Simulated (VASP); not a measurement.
## Results of a VASP single-point calculation on Cu₂O (strained database structure)

POSCAR

```
Cu O
 1.0000000000000000
     4.0762370861999999    0.0000000000000000    0.0000000000000000
     0.0000000000000000    4.0762370861999999    0.0000000000000000
     0.0000000000000000    0.0000000000000000    4.0762370861999999
 Cu  O
   4   2
Cartesian
  1.0190592715500000  1.0190592715500000  3.0571778146500002
  3.0571778146500002  1.0190592715500000  1.0190592715500000
  1.0190592715500000  3.0571778146500002  1.0190592715500000
  3.0571778146500002  3.0571778146500002  3.0571778146500002
  2.0381185431000000  2.0381185431000000  2.0381185431000000
  0.0000000000000000  0.0000000000000000  0.0000000000000000
```

| Quantity | Value |
| --- | --- |
| gap between bands v and c | 1.00 eV |
| least direct gap | 1.00 eV |

Band v is the last that the valence electrons fill when counted band by band, and c is the next. Levels in eV from the top of v:

```
point    v−1      v     c   c+1
    Γ   0.00   0.00  1.00  1.00
    X  -0.47  -0.47  2.87  2.87
    M  -0.80  -0.80  2.27  2.27
    R  -0.72  -0.72  2.52  2.52
```

Task: Which of these levels of theory gave these results?
A. PBE with spin–orbit coupling
B. HSE06
C. PBE0
D. PBEsol
E. r²SCAN
F. PBE
G. LDA

Result: E.

The INCAR was:

```
ALGO = Normal
LWAVE = .FALSE.
SIGMA = 0.01
IBRION = -1
PREC = Accurate
NSW = 0
METAGGA = R2SCAN
ISIF = 2
ENCUT = 520
EDIFF = 1E-7
LCHARG = .FALSE.
ISMEAR = 0
NELM = 120
LREAL = .FALSE.
LASPH = .TRUE.
NBANDS = 37
```
